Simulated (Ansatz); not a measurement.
## Be2C under changes of volume

One of the cells (6.765 Å³/atom); the others are scaled copies at fixed shape and fractional positions:

```
C Be
1.0
     0.00000    2.16500    2.16500
     2.16500    0.00000    2.16500
     2.16500    2.16500    0.00000
C Be
1 2
Cartesian
  0.0000 0.0000 0.0000
  3.2475 3.2475 3.2475
  1.0825 1.0825 1.0825
```

- Program: Ansatz 0.2.0
- Functional: LDA
- Potentials or basis: all-electron LAPW, scalar-relativistic
- Cutoff: 262 eV (chosen from the basis error)
- Basis error allowed: 0.002 eV/atom
- k mesh: 11 × 11 × 11
- Occupations: fermi-dirac, width 0.05 eV
- Spin: no spin polarisation

```tsv
volume (Å³/atom)	energy over the lowest point (meV/atom)	pressure (GPa)	gap on the mesh (eV)
6.359	1.44	4.1	1.31
6.495	0.00	-0.6	1.30
6.630	2.35	-4.9	1.29
6.765	8.15	-8.8	1.28
6.901	17.09	-12.3	1.27
7.036	?	?	?
7.171	43.29	-18.5	1.24
```

Task: What does the run at 7.036 Å³/atom give?

Result: Energy over the lowest point 28.89 meV/atom; pressure -15.5 GPa; gap on the mesh 1.25 eV.

Worked out: A Birch-Murnaghan fit of order 3 (a polynomial in V^(-2/3)) to the other rows has its minimum at 6.48 Å³/atom with B0 = V·E''(V) = 216 GPa and B' = 3.3. It gives 28.89 meV/atom at 7.036 Å³/atom, against the run's 28.89, and -dE/dV = -15.6 GPa, against -15.5. A straight line through the other rows of the gap, of slope -0.569 eV per unit of ln V, gives 1.26 eV, against the run's 1.25.

Energies are extrapolated to zero smearing.

Caveats: an odd mesh through Γ misses points on the zone boundary, where band edges often lie.
